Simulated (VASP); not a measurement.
Write the native input for VASP 6.6.1 that does the following.

```
Task                   : relaxation of the atoms
Functional             : LDA
Potentials or basis    : VASP PAW LDA potentials, release 64 (Li_sv)
Cutoff                 : 520 eV
k mesh                 : 11 × 11 × 11
Occupations            : gaussian, width 0.05 eV
Spin                   : no spin polarisation
Further INCAR settings : ALGO = Fast; EDIFF = 1e-07; IBRION = 2; EDIFFG = -0.02; NSW = 60
```

The structure of Li lies in POSCAR:

```
Li
1.0
   -1.8901394144      1.8901394144      1.8901394144
    1.8901394144     -1.8901394144      1.8901394144
    1.8901394144      1.8901394144     -1.8901394144
Li
1
Cartesian
    0.0000000000      0.0000000000      0.0000000000
```

The cell isn't the ideal one: volume scaled by 1.25.

One way to write it, as run:

INCAR

```
  ALGO = Fast
  EDIFF = 1E-7
  EDIFFG = -0.02
  ENCUT = 520
  GGA = CA
  IBRION = 2
  ISIF = 2
  ISMEAR = 0
  LASPH = T
  LCHARG = F
  LREAL = F
  LWAVE = F
  NELM = 80
  NSW = 60
  PREC = Accurate
  SIGMA = 0.05
```

KPOINTS

```
k-points
0
Gamma
  11 11 11
```

Potentials or basis: VASP PAW LDA potentials, release 64 (Li_sv).

Run with:

```console
$ cat potpaw_LDA.64/Li_sv/POTCAR > POTCAR
$ mpirun -np 1 vasp_std > vasp.out
```

Results of the run:

```json
{
 "Band gap on the k mesh": "none (metal or under the smearing width)"
}
```

Caveat: the relaxation stopped at its first step, so nothing moved.

Run time: 4.9 s on 1 thread of Intel(R) Xeon(R) Platinum 8488C (Sapphire Rapids), on a shared host, peak memory 0.11 GiB.
